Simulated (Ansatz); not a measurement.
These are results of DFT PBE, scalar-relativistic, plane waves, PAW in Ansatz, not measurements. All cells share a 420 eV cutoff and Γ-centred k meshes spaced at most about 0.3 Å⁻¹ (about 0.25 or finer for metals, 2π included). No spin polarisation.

These are static total energies at zero pressure.

Two relaxed structures of Be3Se4:

A.

```xyz
7
Lattice="5.1142 0.0000 0.0000 0.0000 5.1142 0.0000 0.0000 0.0000 5.1142" Properties=species:S:1:pos:R:3 pbc="T T T"
Be    2.5571    0.0000    2.5571
Be    0.0000    2.5571    2.5571
Be    2.5571    2.5571    0.0000
Se    3.8367    3.8367    1.2775
Se    1.2775    1.2775    1.2775
Se    3.8367    1.2775    3.8367
Se    1.2775    3.8367    3.8367
```

B.

```xyz
14
Lattice="7.0894 0.0000 0.0000 0.0000 6.7635 0.0000 0.0000 0.0000 6.3790" Properties=species:S:1:pos:R:3 pbc="T T T"
Be    0.0000    0.9812    3.4445
Be    5.3000    2.2046    6.3502
Be    1.7894    2.2046    6.3502
Be    3.5447    5.7823    0.2550
Be    1.7553    4.5589    3.1607
Be    5.3341    4.5589    3.1607
Se    0.0000    5.7342    2.6829
Se    5.8587    2.5170    2.2210
Se    1.2307    2.5170    2.2210
Se    3.5447    1.0293    5.8723
Se    4.7754    4.2465    5.4105
Se    2.3140    4.2465    5.4105
Se    3.5447    5.4620    2.3736
Se    0.0000    1.3015    5.5631
```

Problem. Which is lower in energy, and by how much?

Solution. B is lower, by 68 meV/atom. A has space group P-43m (No. 215), 19.1 Å³/atom and no gap on its mesh; B has space group Pmn2_1 (No. 31), 21.8 Å³/atom and a gap of 1.13 eV. B holds Se–Se pairs (shortest 2.46 Å); in A the shortest Se–Se distance is 3.61 Å. The lower one is the more open, so pressure narrows the difference. In A, Be has 4 Se at 2.22 Å; Se has 3 Be at 2.22 Å. In B, Be on a site of symmetry m is surrounded by 2 Se at 2.14–2.15 Å and 2 Se at 2.32 Å; Be on a site of symmetry 1 is surrounded by 2 Se at 2.15–2.17 Å and 2 Se at 2.31–2.34 Å; Se on a site of symmetry m is surrounded by 3 Be at 2.15–2.17 Å; 2 more sites not described. Both come from invented guesses.

Kohn–Sham gaps at this level usually fall short of measured ones. Cells relaxed within their symmetry can be saddle points.
